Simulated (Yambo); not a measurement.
# PbSe (Clausthalite) (Fm-3m) in Yambo: notebook, part 2 of 3

Yambo 5.3.0. The steps go on from the part before.

## 3. Optical spectrum, PBE

optics2.in

```
optics
chi
Chimod= "HARTREE"
% BndsRnXd
 1 | 30 |
%
NGsBlkXd= 4 Ry
% LongDrXd
 0 | 1 | 0 |
%
% QpntsRXd
 1 | 1 |
%
% EnRngeXd
 0 | 30 | eV
%
% DmRngeXd
 0.1 | 0.1 | eV
%
ETStpsXd= 150
XfnQPdb= "E < g0w00/ndb.QP"
```

scf.in

```
&CONTROL
  calculation = 'scf'
  prefix = 'pwscf'
  outdir = './tmp'
  pseudo_dir = './pseudo'
/
&SYSTEM
  ibrav = 0
  nat = 2
  ntyp = 2
  ecutwfc = 60
  ecutrho = 241
  nbnd = 22
  occupations = 'smearing'
  smearing = 'fd'
  degauss = 0.00367493
  force_symmorphic = .true.
/
&ELECTRONS
  conv_thr = 4d-10
  electron_maxstep = 120
  mixing_beta = 0.5
/
ATOMIC_SPECIES
Pb   207.2000 Pb.upf
Se    78.9710 Se.upf
CELL_PARAMETERS angstrom
   0.0000000000    3.0606500000    3.0606500000
   3.0606500000    0.0000000000    3.0606500000
   3.0606500000    3.0606500000    0.0000000000
ATOMIC_POSITIONS angstrom
Pb     0.0000000000    0.0000000000    0.0000000000
Se     3.0606500000    3.0606500000    3.0606500000
K_POINTS automatic
8 8 8 0 0 0
```

nscf.in

```
&CONTROL
  calculation = 'nscf'
  prefix = 'pwscf'
  outdir = './tmp'
  pseudo_dir = './pseudo'
/
&SYSTEM
  ibrav = 0
  nat = 2
  ntyp = 2
  ecutwfc = 60
  ecutrho = 241
  nbnd = 65
  occupations = 'fixed'
  force_symmorphic = .true.
/
&ELECTRONS
  conv_thr = 1d-08
  diago_full_acc = .true.
  diago_thr_init = 1d-06
/
ATOMIC_SPECIES
Pb   207.2000 Pb.upf
Se    78.9710 Se.upf
CELL_PARAMETERS angstrom
   0.0000000000    3.0606500000    3.0606500000
   3.0606500000    0.0000000000    3.0606500000
   3.0606500000    3.0606500000    0.0000000000
ATOMIC_POSITIONS angstrom
Pb     0.0000000000    0.0000000000    0.0000000000
Se     3.0606500000    3.0606500000    3.0606500000
K_POINTS automatic
4 4 4 0 0 0
```

Potentials or basis: Ansatz NC SR PBE.

Run with:

```console
> OMP_NUM_THREADS=1 pw.x -in scf.in > scf.out
> OMP_NUM_THREADS=1 pw.x -in nscf.in > nscf.out
> cd tmp/pwscf.save; p2y; mv SAVE ../..; cd ../..
> OMP_NUM_THREADS=1 yambo
> OMP_NUM_THREADS=1 yambo -F optics2.in -J optics2 -C optics2_out
```

Yambo's report:

```text
[... set-up lines left out ...]
   Brillouin Zone Q/K grids (IBZ/BZ)                :    8   64    8   64
   RL vectors                                       :   3839 [WF]
   Fragmentation                                    : yes
   Electronic Temperature                           :  0.000000 [K]
   Bosonic    Temperature                           :  0.000000 [K]
   DIP band range                                   :   1  30
   DIP band range limits                            :  15  16
   DIP e/h energy range                             : -1.000000 -1.000000 [eV]
   RL vectors in the sum                            :   3839
   [r,Vnl] included                                 : yes
   Bands ordered                                    : yes
   Direct v evaluation                              : no
   Approach used                                    : G-space v
   Dipoles computed                                 : R V P [G-space]
   Wavefunctions                                    : Perdew, Burke & Ernzerhof(X)+Perdew, Burke & Ernzerhof(C)

  [WARNING] [r,Vnl^pseudo] included in position and velocity dipoles.

  [WARNING] In case H contains other non local terms, these are neglected

 [07] Optics
 ===========

 [X-CG] R(p) Tot o/o(of R):   1156  14400    100
```

o-optics2.eel_q1_inv_rpa_dyson:

```text
# Electron Energy Loss @ Q(1):   0.00000000      1.00000000      0.00000000    [q->0 direction]
#
# [ X ] Hartree size                              :   65
# [GEN] GF Energies                               : Perdew, Burke & Ernzerhof(X)+Perdew, Burke & Ernzerhof(C)+ E < g0w00/ndb.QP + @E Fit
# [GEN] Green`s Function                          : T-ordered
#
# [GEN] Gauge                                     : Length
# [GEN] [r,Vnl] included                          : yes
#
#    E[1] [eV]          Im(eel)            Re(eel)            Im(eel_o)          Re(eel_o)
#
        0.000000           0.001903          -0.017849           0.001872          -0.016840
        0.201342           0.002136          -0.016789           0.002105          -0.015798
        0.402685           0.002991          -0.013307           0.002972          -0.012357
        0.604027           0.005207          -0.006213           0.005279          -0.005261
        0.805369           0.011929           0.007917           0.012649           0.009181
        1.006711           0.044000           0.036791           0.051225           0.037437
[... 142 lines left out ...]
        29.79866           0.348567          -1.307819           0.466176          -1.234262
        30.00000           0.646581          -1.250689           0.867774          -1.429928
#
```

o-optics2.eps_q1_inv_rpa_dyson:

```text
# Absorption @ Q(1):   0.00000000      1.00000000      0.00000000    [q->0 direction]
#
# [ X ] Hartree size                              :   65
# [GEN] GF Energies                               : Perdew, Burke & Ernzerhof(X)+Perdew, Burke & Ernzerhof(C)+ E < g0w00/ndb.QP + @E Fit
# [GEN] Green`s Function                          : T-ordered
#
# [GEN] Gauge                                     : Length
# [GEN] [r,Vnl] included                          : yes
#
#    E[1] [eV]          Im(eps)            Re(eps)            Im(eps_o)          Re(eps_o)
#
        0.000000           5.906229           55.39449           6.521547           58.65840
        0.201342           7.456146           58.61397           8.288737           62.19593
        0.402685           16.07818           71.53677           18.40025           76.50024
        0.604027           79.23902           94.54376           95.03560           94.71142
        0.805369           58.19485          -38.62292           51.77964          -37.58160
        1.006711           13.37567          -11.18419           12.72506          -9.299800
[... 142 lines left out ...]
        29.79866           0.190278           0.713918           0.267806           0.709052
        30.00000           0.326179           0.630932           0.310171           0.511104
#
```

Wall time 1.7 min (1 thread of Arm Neoverse V1, shared host); peak memory 0.28 GiB.

What came out:

```yaml
Band_gap_on_the_k_mesh_mean-field_level: 0.29 eV, direct
Electronic_dielectric_constant_along_the_field: 55.39
Electronic_dielectric_constant_along_the_field_independent_particles: 58.66
Peak_of_the_energy-loss_function: 16.5 eV
```

Dielectric function (along the field direction of the input):
```tsv
energy (eV)	real part	imaginary part
0.40	71.54	16.08
0.81	-38.62	58.19
1.21	2.53	6.12
1.81	21.03	3.65
2.21	40.20	10.66
2.82	-22.45	16.28
3.22	4.72	5.41
3.83	-9.79	71.87
4.23	-8.42	9.20
4.83	-8.88	13.59
5.23	-12.56	4.10
5.84	-1.32	6.58
6.24	-5.06	5.99
6.85	-5.14	2.34
7.25	-1.77	1.68
7.85	-0.04	3.41
8.26	-2.98	1.68
8.86	-1.05	5.01
9.26	-0.80	1.42
9.87	-1.94	1.35
10.27	-0.35	1.04
10.87	-2.06	3.57
11.28	-1.94	0.63
11.88	-0.63	0.70
12.28	-0.07	1.16
12.89	-0.44	0.99
13.29	-0.77	1.25
13.89	0.05	0.54
14.30	-0.27	1.60
14.90	-0.84	0.58
15.30	-0.61	0.87
15.91	-0.63	0.39
16.31	-0.19	0.13
16.91	0.06	0.40
17.32	0.17	0.15
17.92	0.45	0.38
18.32	0.41	0.22
18.93	0.38	0.50
19.33	0.37	0.38
19.93	0.53	0.53
```

Energy-loss function:
| energy (eV) | loss |
| --- | --- |
| 0.0 | 0.002 |
| 1.2 | 0.139 |
| 2.6 | 0.012 |
| 3.8 | 0.014 |
| 5.2 | 0.023 |
| 6.4 | 0.064 |
| 7.9 | 0.293 |
| 9.1 | 0.178 |
| 10.5 | 0.327 |
| 11.7 | 0.505 |
| 13.1 | 0.796 |
| 14.3 | 0.607 |
| 15.7 | 0.882 |
| 16.9 | 2.449 |
| 18.3 | 1.022 |
| 19.5 | 1.035 |
| 20.9 | 0.840 |
| 22.1 | 1.046 |
| 23.6 | 1.887 |
| 24.8 | 1.928 |
| 26.2 | 0.699 |
| 27.4 | 0.461 |
| 28.8 | 0.336 |
| 30.0 | 0.647 |

Caveat: the k mesh is coarse (spacing up to 0.44 Å⁻¹), so the values aren't converged; the quasiparticle levels are read from an earlier G0W0 run on the same states, whose input isn't shown; spectra need much finer meshes, so this one isn't converged; these spectra lack excitons; spin-orbit coupling is left out, which as a rule narrows the gap of such compounds by several tenths of an eV.

## 4. Optical spectrum by the Bethe-Salpeter equation, PBE

bse3.in

```
optics
bse
bss
rim_cut
em1s
RandQpts= 1000000
RandGvec= 50 RL
Chimod= "HARTREE"
% BndsRnXs
 1 | 55 |
%
NGsBlkXs= 3 Ry
% LongDrXs
 1 | 1 | 1 |
%
BSKmod= "SEX"
BSEmod= "retarded"
BSSmod= "d"
% BSEQptR
 1 | 1 |
%
% BSEBands
 14 | 17 |
%
BSENGexx= 10 Ry
BSENGBlk= 3 Ry
% BEnRange
 0 | 10 | eV
%
% BDmRange
 0.05 | 0.05 | eV
%
BEnSteps= 200
% BLongDir
 1 | 1 | 1 |
%
BSEprop= "abs"
WRbsWF
KfnQPdb= "E < g0w00/ndb.QP"
```

scf.in is that of step 3.

nscf.in is that of step 3.

Potentials or basis: Ansatz NC SR PBE.

Run with:

```console
> OMP_NUM_THREADS=1 pw.x -in scf.in > scf.out
> OMP_NUM_THREADS=1 pw.x -in nscf.in > nscf.out
> cd tmp/pwscf.save; p2y; mv SAVE ../..; cd ../..
> OMP_NUM_THREADS=1 yambo
> mkdir -p bse3; ln -s $PWD/g0w00/ndb.RIM bse3/
> OMP_NUM_THREADS=1 yambo -F bse3.in -J bse3 -C bse3_out
> OMP_NUM_THREADS=1 ypp -J bse3 -C bse3_out -e s -b 1
```

Yambo's report:

```text
[... set-up lines left out ...]
    [K] W interaction is bare                        : no
    [K] ALDA kernel in R-space                       : no
    [K] RL vectors                                   :  229 [exchange]
    [K] RL vectors                                   :   51 [correlation]
    [K] E/h energy range                             : -1.000000 -1.000000 [eV]
    [K] Coupling range                               :  100.0000  100.0000 [o/o]
    [W] Interaction is diagonal                      : no
    [W] Matrix size                                  :   51
    [W] Bands                                        :    1   55
    [W] e/h energy range                             : -1.000000 -1.000000 [eV]
    [W] Poles                                        :  100.0000 [o/o]
    [W] RL vectors in the sum                        :   3839
    [W] [r,Vnl] included                             : yes
    [W] Field direction                              :  0.577350E-5  0.577350E-5  0.577350E-5
    [W] Coulomb Cutoff                               : none
    [W] Hxc Kernel                                   : HARTREE
    [RIM] RL components                              :   51 [col]
    [RIM] Random points                              :  1000000 [col]
    [SOC] Perturbative SOC                           : no
    [K] Kernel long-range exchange                   : BAR
    [BSS] Eigenstates included                       : yes
    [BSS] Field direction                            :  0.577350E-5  0.577350E-5  0.577350E-5
    [BSS] Eigenstates computed                       :  256
    [BSS] Number of BSE matrices                     :  1
```

o-bse3.eps_q1_diago_bse:

```text
# Absorption @ Q(1):  0.577350269     0.577350269     0.577350269    [q->0 direction]
#
# [GEN] GF Energies                               : Perdew, Burke & Ernzerhof(X)+Perdew, Burke & Ernzerhof(C)
# [GEN] Green`s Function                          : Retarded
#
# [GEN] Gauge                                     : Length
# [GEN] [r,Vnl] included                          : yes
#
# DIP band range                                  :  14  17
# DIP band range limits                           :  15  16
# DIP e/h energy range                            :  -1.00000000     -1.00000000    [eV]
# RL vectors in the sum                           :   3839
# [r,Vnl] included                                : yes
# Bands ordered                                   : yes
# Direct v evaluation                             : no
# Approach used                                   : G-space v
# Dipoles computed                                : R V P [G-space]
# Wavefunctions                                   : Perdew, Burke & Ernzerhof(X)+Perdew, Burke & Ernzerhof(C)
#
#
# [K] Identifier                                  :  2016
# [K] Dimension                                   :  256
# [K] Bands                                       :  14  17
# [K] Exchange                                    : yes [res]
# [K] Correlation                                 : yes [res]
# [K] Kernel`s coupling                           : no
# [K] Exchange                                    : no [cpl]
# [K] Correlation                                 : no [cpl]
# [K] W interaction is bare                       : no
# [K] ALDA kernel in R-space                      : no
# [K] RL vectors                                  :  229 [exchange]
# [K] RL vectors                                  :   51 [correlation]
# [K] E/h energy range                            :  -1.00000000     -1.00000000    [eV]
# [K] Coupling range                              :   100.000000      100.000000    [o/o]
# [W] Interaction is diagonal                     : no
# [W] Matrix size                                 :   51
# [W] Bands                                       :    1   55
# [W] e/h energy range                            :  -1.00000000     -1.00000000    [eV]
# [W] Poles                                       :   100.000000    [o/o]
# [W] RL vectors in the sum                       :   3839
# [W] [r,Vnl] included                            : yes
# [W] Field direction                             :  0.577350269E-5  0.577350269E-5  0.577350269E-5
# [W] Coulomb Cutoff                              : none
# [W] Hxc Kernel                                  : HARTREE
# [RIM] RL components                             :   51 [col]
# [RIM] Random points                             :  1000000 [col]
# [SOC] Perturbative SOC                          : no
# [K] Kernel long-range exchange                  : BAR
#
# Diamagnetic term
# Ao                                              :  -23.0599014    [nel]
# A                                               :  -23.4422281    [nel]
#
#    E[1] [eV]          Im(eps)            Re(eps)            Im(eps_o)          Re(eps_o)
#
        0.000000           0.000000           54.45143           0.000000           53.21296
        0.050251           0.466693           54.67967           0.461788           53.43872
        0.100503           0.964189           55.37881           0.954494           54.13044
        0.150754           1.528561           56.59443           1.514396           55.33387
        0.201005           2.208166           58.41086           2.190293           57.13371
        0.251256           3.075124           60.96651           3.055287           59.66931
[... 192 lines left out ...]
        9.949749           0.136499          -1.131158           0.166023          -1.284626
        10.00000           0.072592          -1.071504           0.083524          -1.226218
#
```

o-bse3.exc_qpt1_E_sorted:

```text
# [K] Identifier                                  :  2016
# [K] Dimension                                   :  256
# [K] Bands                                       :  14  17
# [K] Exchange                                    : yes [res]
# [K] Correlation                                 : yes [res]
# [K] Kernel`s coupling                           : no
# [K] Exchange                                    : no [cpl]
# [K] Correlation                                 : no [cpl]
# [K] W interaction is bare                       : no
# [K] ALDA kernel in R-space                      : no
# [K] RL vectors                                  :  229 [exchange]
# [K] RL vectors                                  :   51 [correlation]
# [K] E/h energy range                            :  -1.00000000     -1.00000000    [eV]
# [K] Coupling range                              :   100.000000      100.000000    [o/o]
# [W] Interaction is diagonal                     : no
# [W] Matrix size                                 :   51
# [W] Bands                                       :    1   55
# [W] e/h energy range                            :  -1.00000000     -1.00000000    [eV]
# [W] Poles                                       :   100.000000    [o/o]
# [W] RL vectors in the sum                       :   3839
# [W] [r,Vnl] included                            : yes
# [W] Field direction                             :  0.577350269E-5  0.577350269E-5  0.577350269E-5
# [W] Coulomb Cutoff                              : none
# [W] Hxc Kernel                                  : HARTREE
# [RIM] RL components                             :   51 [col]
# [RIM] Random points                             :  1000000 [col]
# [SOC] Perturbative SOC                          : no
# [K] Kernel long-range exchange                  : BAR
#
#
# Atom 1 with Z 82 [cc]:  0.00000000      0.00000000      0.00000000
# Atom 1 with Z 34 [cc]:  5.78379026      5.78379026      5.78379026
#
#    Maximum Residual Value =  0.48508E+01
#
#    E [ev]             Strength           Index
#
    0.672310520        0.427751993E-7      1.00000000
    0.677568199         1.00000000         2.00000000
    0.677669610        0.956356370         3.00000000
    0.677678859        0.980480739         4.00000000
     2.46468643        0.472783234         5.00000000
     2.46833493        0.314840572         6.00000000
[... 35 lines left out ...]
     3.79124626        0.461600112E-1      42.0000000
     3.79148059        0.441025105E-1      43.0000000
[... 215 further lines ...]
```

Wall time 2.5 min (1 thread of Arm Neoverse V1, shared host); peak memory 0.29 GiB.

Results:

```
Band gap on the k mesh, mean-field level : 0.29 eV, direct
Lowest exciton energy                    : 0.67 eV
Lowest bright exciton energy             : 0.68 eV
```

Dielectric function (along the field direction of the input):
```csv
energy (eV),real part,imaginary part
0.25,60.97,3.08
0.55,122.93,38.98
0.95,-27.08,8.88
1.26,-1.82,2.19
1.61,8.85,1.21
1.96,18.05,1.68
2.26,36.53,6.75
2.61,-44.70,38.57
2.96,-1.13,2.66
3.27,13.74,3.04
3.62,75.42,61.60
3.97,-30.24,6.62
4.27,-10.20,2.95
4.62,-3.24,4.77
4.97,-6.61,7.80
5.28,-7.80,0.85
5.63,-4.26,0.93
5.98,-4.80,1.95
6.28,-6.17,2.09
6.63,-1.23,3.92
6.98,-3.31,0.34
7.29,-1.21,0.80
7.64,0.61,4.63
7.99,-4.94,1.30
8.29,-2.87,0.16
8.64,-2.12,0.08
8.99,-1.68,0.05
9.30,-1.40,0.04
9.65,-1.12,0.04
10.00,-1.07,0.07
```

Lowest exciton energies (eV): 0.67, 0.68, 0.68, 0.68, 2.46, 2.47, 2.48, 2.49

Excitons:
```
energy (eV)  strength (relative to the strongest)
      0.672                               4.3e-08
      0.678                                     1
      0.678                                  0.96
      0.678                                  0.98
      2.465                                  0.47
      2.468                                  0.31
      2.477                                 0.046
      2.491                               1.4e-06
      2.546                                  0.25
      2.548                                  0.25
      2.555                                 0.025
      2.571                                 1e-06
```

Caveat: the k mesh is coarse (spacing up to 0.44 Å⁻¹), so the values aren't converged; the quasiparticle levels are read from an earlier G0W0 run on the same states, whose input isn't shown; exciton energies and binding change strongly with the k mesh and aren't converged on this one; spectra need much finer meshes, so this one isn't converged; spin-orbit coupling is left out, which as a rule narrows the gap of such compounds by several tenths of an eV. A k mesh can miss the band edges.

[end of part 2 of 3]
